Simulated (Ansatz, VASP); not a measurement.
Two plane-wave programs on NiO

```
CELL_PARAMETERS angstrom
0.00000 2.24095 2.24095
2.24095 0.00000 2.24095
2.24095 2.24095 0.00000
ATOMIC_POSITIONS crystal
Ni 0.00000 0.00000 0.00000
O 0.25000 0.25000 0.25000
```

Alike in both runs: task single point; functional PBEsol; k mesh 12 × 12 × 12; occupations gaussian, width 0.05 eV; collinear spin.

|  | VASP | Ansatz |
| --- | --- | --- |
| version | VASP 6.6.1 | Ansatz 0.2.0 |
| potentials or method | VASP PAW PBE potentials, release 64 (Ni, O) | scalar-relativistic, plane waves, PAW |
| plane-wave cutoff (eV) | 520 | 420 |
| valence electrons in the cell | 16 | 24 |

VASP gave:

* gap on the k mesh at the Fermi level (eV): none
* pressure (GPa): -8.1
* net moment per atom (μB): 0.91
* size of the moment on the site where the two differ most (μB): 1.43

Task: Estimate Ansatz's values.

Result: gap on the k mesh at the Fermi level (eV): none; pressure (GPa): -8.1; net moment per atom (μB): 0.93; size of the moment on the site where the two differ most (μB): 1.41.

Site moments also hang on the region over which each program counts them. A gap of «none» marks a metal or a gap that the smearing closes. The two sets of potentials don't hold the same shells in valence.

Caveats: the PAW data sets were made with another functional, which shifts forces and pressure a little (VASP); a cell with one magnetic atom can't hold antiferromagnetic order, which such compounds often take; semilocal functionals often make such compounds metallic where correlation or magnetic order opens a gap, which also shifts bond lengths.
